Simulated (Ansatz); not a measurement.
## Equation of state of Rh under HSE06

```cif
data_structure
_symmetry_space_group_name_H-M 'Fm-3m'
_symmetry_Int_Tables_number 225
_cell_length_a 3.7957
_cell_length_b 3.7957
_cell_length_c 3.7957
_cell_angle_alpha 90.000
_cell_angle_beta 90.000
_cell_angle_gamma 90.000
_cell_volume 54.69
loop_
_atom_site_label
_atom_site_type_symbol
_atom_site_symmetry_multiplicity
_atom_site_Wyckoff_symbol
_atom_site_fract_x
_atom_site_fract_y
_atom_site_fract_z
_atom_site_occupancy
Rh1 Rh 4 a 0.00000 0.00000 0.00000 1
```

The cell was scaled at fixed shape and fractions and run with Ansatz, Ansatz PAW, cutoff 420 eV; HSE06, k mesh 8 × 8 × 8 on the cell of 1 atom, fermi-dirac occupations of 0.05 eV, no spin polarisation, no spin-orbit coupling. The potentials were made for PBE. Energies are those that the program minimises, any entropy of the smearing included. For a metal such a mesh isn't converged to the digits shown.

```csv
V (Å³/atom),energy over the lowest row (meV/atom)
12.8512,32.57
13.1246,10.25
13.3981,0.00
13.6715,?
13.9449,10.16
14.2183,28.21
14.4918,53.45
```

Task: Fit the third-order Birch-Murnaghan form, give V0, B0 and B′, and predict the energy left open.

Result: With y = (V0/V)^(2/3), E = E0 + (9 V0 B0/16) [(y - 1)³ B′ + (y - 1)² (6 - 4y)]. Least squares through the rows shown give V0 = 13.5223 Å³/atom, E0 = -1.05 meV, B0 = 290.7 GPa (1 eV/Å³ = 160.218 GPa) and B′ = 5.31, with a largest miss of 0.02 meV. At V = 13.6715 the form with these constants gives 0.41 meV; the run gave 0.43 meV an atom. Measured modulus: 264 GPa (pmc:11535440, doi:10.1038/s41598-024-78006-0), so the fit lies +10.1 % from it. The runs are for a static lattice.
